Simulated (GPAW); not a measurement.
Crystal: CsSnI3.

```xyz
5
Lattice="6.2057 0.0000 0.0000 0.0000 6.2057 0.0000 0.0000 0.0000 6.2057" Properties=species:S:1:pos:R:3 pbc="T T T"
Cs    0.0000    0.0000    0.0000
I     3.1029    3.1029    0.0000
I     3.1029    0.0000    3.1029
I     0.0000    3.1029    3.1029
Sn    3.1029    3.1029    3.1029
```

Base run:

```yaml
Program: GPAW 26.7.0
Functional: GLLB-SC
Potentials_or_basis: the program's PAW data sets (release 1.2.1) made for this functional
Cutoff: 400 eV
Basis: pw
k_mesh: 4 × 4 × 4
Occupations: fermi-dirac, width 0.001 eV
Spin: no spin polarisation
```

Its results: band gap on the k mesh, kohn-sham part alone 0.47 eV, direct; electronic dielectric tensor (diagonal) 6.37.

Q: The run is repeated on the same cell with these changes: functional from GLLB-SC to RPBE. What comes out?

A: Band gap on the k mesh 0.31 eV, direct; electronic dielectric tensor (diagonal) 7.12.

Caveats: the long-wavelength limit can be off by a per cent or two; the gap is small at this level, which inflates the dielectric constant; spin-orbit coupling is left out, which moves the levels of the heavy elements; an odd mesh through Γ misses points on the zone boundary, where band edges often lie; the cell was measured hot, at 500 K; a model potential gives levels but no total energy (some runs); response on these states lacks terms of the Hamiltonian (some runs).

Not every run made on this cell is shown here.
